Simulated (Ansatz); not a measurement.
The system is CsPbCl3.

```
CELL_PARAMETERS angstrom
5.60500 0.00000 0.00000
0.00000 5.60500 0.00000
0.00000 0.00000 5.60500
ATOMIC_POSITIONS crystal
Pb 0.50000 0.50000 0.50000
Cs 0.00000 0.00000 0.00000
Cl 0.50000 0.00000 0.50000
Cl 0.00000 0.50000 0.50000
Cl 0.50000 0.50000 0.00000
```

| Quantity | Value |
| --- | --- |
| Program | Ansatz 0.2.0 |
| Task | relaxation of cell and atoms |
| Functional | BLYP |
| Dispersion | D4 |
| Potentials or basis | Ansatz PAW |
| Cutoff | 420 eV (not typed: the program's choice for these potentials) |
| k mesh | 5 × 5 × 5 |
| Occupations | fermi-dirac, width 0.05 eV |
| Spin | no spin polarisation |

At the start: volume 35.22 Å³/atom.

Where does the relaxation end?

It ends after 5 steps and the volume is 37.67 Å³/atom (+7.0 %); space group Pm-3m (No. 221, to 0.05 Å).

Step by step:
```
step  energy change (eV)  largest force (eV/Å)  volume (Å³)
   1              0.0000                0.0000       176.09
   2             -0.0568                0.0000       184.18
   3             -0.0634                0.0000       187.90
   4             -0.0635                0.0000       188.36
   5             -0.0640                0.0000       188.36
```

Final structure:
```xyz
5
Lattice="5.7323 0.0000 0.0000 0.0000 5.7323 0.0000 0.0000 0.0000 5.7323" Properties=species:S:1:pos:R:3 pbc="T T T"
Pb    2.8661    2.8661    2.8661
Cs    0.0000    0.0000    0.0000
Cl    2.8661    0.0000    2.8661
Cl    0.0000    2.8661    2.8661
Cl    2.8661    2.8661    0.0000
```

Caveat: the plane-wave basis is chosen anew once the cell has moved, so the energies of steps on either side of that aren't comparable; the PAW data sets come from PBE, with cores solved anew for the run's functional, which leaves a small shift of forces and pressure.
